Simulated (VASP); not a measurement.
A VASP 6.6.1 single-point calculation on SnTe

INCAR

```
PREC = Accurate
SIGMA = 0.02
LASPH = .TRUE.
ENCUT = 520
EDIFF = 1E-7
LWAVE = .FALSE.
NSW = 0
ISMEAR = -5
NBANDS = 17
LREAL = .FALSE.
GGA = PE
ISIF = 2
NELM = 77
IBRION = -1
LCHARG = .FALSE.
```

KPOINTS

```
KPOINTS created by Atomic Simulation Environment
0
Gamma
2 1 1
0 0 0
```

POSCAR

```
Sn Te
 1.0000000000000000
     0.0000000000000000    3.1255437384999998    3.1959148668999999
     3.1255437384999998    0.0000000000000000    3.1959148668999999
     3.1255437384999998    3.1255437384999998    0.0000000000000000
 Sn  Te
   1   1
Cartesian
  0.0000000000000000  0.0000000000000000  0.0000000000000000
  3.1255437384999993  3.1255437384999993  3.1959148668999995
```

The recommended PBE PAW datasets give the neutral cell 20 valence electrons.

Command

```
mpirun -np 1 vasp_std
```

Standard output (part)

```
POSCAR found type information on POSCAR SnTe
 POSCAR found :  2 types and       2 ions
 LDA part: xc-table for (Slater+PW92), standard interpolation
|     Your reciprocal lattice and k-lattice belong to different lattice       |
|     classes:                                                                |
|        The reciprocal lattice is body-centered tetragonal,                  |
|        whereas your k-lattice is base-centered monoclinic.                  |
|     Results are often still useful ...                                      |
|     EEEEEEE  RRRRRR   RRRRRR   OOOOOOO  RRRRRR      ###     ###     ###     |
|     E        R     R  R     R  O     O  R     R     ###     ###     ###     |
|     E        R     R  R     R  O     O  R     R     ###     ###     ###     |
|     EEEEE    RRRRRR   RRRRRR   O     O  RRRRRR       #       #       #      |
|     E        R    R   R    R   O     O  R    R      ###     ###     ###     |
|     EEEEEEE  R     R  R     R  OOOOOOO  R     R     ###     ###     ###     |
|     IBZKPT: tetrahedron method fails for NKPT<4. NKPT = 2                   |
|       ---->  I REFUSE TO CONTINUE WITH THIS SICK JOB ... BYE!!! <----       |
```

VASP stopped before the first electronic step.

The fault: tetrahedra on too few k points.

The run took about 0.9 s on one core of a shared host (Intel Xeon Platinum 8488C).
